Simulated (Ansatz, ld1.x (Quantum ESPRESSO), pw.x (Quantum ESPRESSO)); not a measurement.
**From atom to crystal: TM potential for ruthenium**

- Element: Ru
- Generator: ld1.x (Quantum ESPRESSO) 7.5
- Type: norm-conserving Troullier–Martins (Kleinman–Bylander form)
- Functional: PBEsol
- Relativity: scalar-relativistic
- Frozen core: [Kr]
- Valence charge: 8
- Reference configuration: 4d7 5s1 5p0
- Partial waves: 5s (bound): rc 2.50 bohr; 4d (bound): rc 1.50 bohr; 5p (bound, empty): rc 3.45 bohr
- Local potential: the p channel
- Core correction: Bessel-smoothed model core, default radius (core density twice the valence density)

Atomic tests: cutoffs needed: 55 Ry and 70 Ry (the cutoffs (Ry, on a coarse ladder) from which the occupation-weighted sum of valence levels, in a spherical-Bessel basis at the reference potential, stays within 10 and 1 mRy of its value at 400 Ry); ghost test: no extra level below or beside the all-electron valence levels (s, d, p, f tested) (spherical-Bessel basis up to 400 Ry, 20 bohr box); configuration tests: 2 of 7 tests not solved or not reliable.

Crystal test: fcc Ru in pw.x 7.5, no spin, 15³ k-points, Fermi–Dirac smearing 0.01 Ry, cutoffs 85/340 Ry. The lattice is a test structure that the element need not adopt, and mesh and smearing are coarse.

pw.x input:

```
&control
  calculation='scf', prefix='x', pseudo_dir='./', outdir='./tmp', tstress=.true., disk_io='none'
/
&system
  ibrav=0, nat=1, ntyp=1, ecutwfc=85, ecutrho=340, nbnd=11,
  occupations='smearing', smearing='fd', degauss=0.01
/
&electrons
  conv_thr=1e-09, mixing_beta=0.4, electron_maxstep=70
/
ATOMIC_SPECIES
Ru 1.0 Ru.UPF
CELL_PARAMETERS angstrom
  0.00000000 1.88285593 1.88285593
  1.88285593 0.00000000 1.88285593
  1.88285593 1.88285593 0.00000000
ATOMIC_POSITIONS crystal
Ru 0.0000 0.0000 0.0000
K_POINTS automatic
15 15 15 0 0 0
```

```bash
pw.x < Ru.scf.in > Ru.scf.out
```

Task: How does the run end?

Result: It converges; the pressure is 52.16 GPa against 1.19 GPa from all-electron LAPW. The largest radius (3.45 bohr) exceeds half the bond length (2.52 bohr), so the spheres overlap, which is one possible source of error among others. This is a poor potential for the solid. Atomic configuration tests: 2 of 7 tests not solved or not reliable. The log shows:

```
     number of electrons       =         8.00
     number of Kohn-Sham states=           11
     kinetic-energy cutoff     =      85.0000  Ry
     charge density cutoff     =     340.0000  Ry
     scf convergence threshold =      1.0E-09
     Exchange-correlation= PBESOL
     number of k points=   120  Fermi-Dirac smearing, width (Ry)=  0.0100
     iteration #  1     ecut=    85.00 Ry     beta= 0.40
     total energy              =     -52.63093512 Ry
     estimated scf accuracy    <       0.08594081 Ry
     iteration #  2     ecut=    85.00 Ry     beta= 0.40
     total energy              =     -52.63745329 Ry
     estimated scf accuracy    <       0.00532473 Ry
     iteration #  3     ecut=    85.00 Ry     beta= 0.40
     total energy              =     -52.63850928 Ry
     estimated scf accuracy    <       0.00004548 Ry
     iteration #  4     ecut=    85.00 Ry     beta= 0.40
     total energy              =     -52.63851158 Ry
     estimated scf accuracy    <       0.00000819 Ry
     iteration #  5     ecut=    85.00 Ry     beta= 0.40
     total energy              =     -52.63851299 Ry
     estimated scf accuracy    <       0.00000001 Ry
     iteration #  6     ecut=    85.00 Ry     beta= 0.40
     total energy              =     -52.63851299 Ry
     estimated scf accuracy    <          1.1E-09 Ry
     iteration #  7     ecut=    85.00 Ry     beta= 0.40
     the Fermi energy is    17.2558 ev
!    total energy              =     -52.63851299 Ry
     estimated scf accuracy    <          1.2E-10 Ry
     smearing contrib. (-TS)   =      -0.00422161 Ry
     The total energy is F=E-TS. E is the sum of the following terms:
     one-electron contribution =      15.47573795 Ry
     hartree contribution      =       2.06044992 Ry
     xc contribution           =     -28.93602070 Ry
     ewald contribution        =     -41.23445855 Ry
     convergence has been achieved in   7 iterations
          total   stress  (Ry/bohr**3)                   (kbar)     P=      521.63
     Message from routine punch:
     Nothing written, as per user request (disk_io='none')
```
